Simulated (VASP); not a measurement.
A run of VASP 6.6.1 is set up as follows.

File INCAR:

```
PREC = Accurate ; ENCUT = 600
EDIFF = 1E-7 ; ISMEAR = 1
SIGMA = 0.1 ; LREAL = F
LASPH = T ; NELM = 80
ALGO = Normal ; ISIF = 2
LWAVE = F ; LCHARG = F
GGA = PE ; IBRION = 2
NSW = 40 ; EDIFFG = -0.01
```

Contents of KPOINTS:

```
Automatic mesh
0
Gamma
  16 16 16
```

Contents of POSCAR:

```
Rh                                      
1.0
    0.0000000000      1.9147257169      1.9147257169
    1.9147257169      0.0000000000      1.9147257169
    1.9147257169      1.9147257169      0.0000000000
  Rh            
     1
Direct
     0.0000000000000000    0.0000000000000000    0.0000000000000000
```

Potentials or basis: VASP PAW PBE potentials, release 64 (Rh_pv).

Run with:

```sh
$ cat potpaw_PBE.64/Rh_pv/POTCAR > POTCAR
$ mpirun -np 1 vasp_std > vasp.out
```

Problem. Predict the band gap on the k mesh.

Solution. None (metal or under the smearing width).

Final structure:
```
CELL_PARAMETERS angstrom
0.00000 1.91473 1.91473
1.91473 0.00000 1.91473
1.91473 1.91473 0.00000
ATOMIC_POSITIONS crystal
Rh 0.00000 0.00000 0.00000
```

Caveat: the relaxation stopped at its first step, so nothing moved.
